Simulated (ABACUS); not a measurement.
The system is Pt.

```
Pt
1.0
    -1.96090    0.00000    1.96090
     0.00000    1.96090    1.96090
    -1.96090    1.96090    0.00000
Pt
1
Cartesian
  0.0000 0.0000 0.0000
```

Base run:

```yaml
Program: ABACUS 3.10.1
Functional: OLYP
Potentials_or_basis: GBRV ultrasoft 1.5 PBE
Cutoff: 544 eV
Density_cutoff: 4354 eV
Basis: plane waves
k_mesh: 10 × 10 × 10
Occupations: fermi-dirac, width 0.05 eV
Spin: no spin polarisation
```

Its results: band gap on the k mesh none (metal or under the smearing width); pressure 3.4 GPa.

Q: The run is repeated on the same cell with these changes: functional from OLYP to RPBE; potentials or basis from GBRV ultrasoft 1.5 PBE to PseudoDojo NC SR 0.5 PBE stringent; cutoff from 544 eV to 1143 eV; density cutoff from 4354 eV to 4572 eV; valence electrons from 16 to 18. What comes out?

A: Band gap on the k mesh none (metal or under the smearing width); pressure 13.8 GPa.

Caveats: the potentials were made for another functional, which shifts forces and pressure.
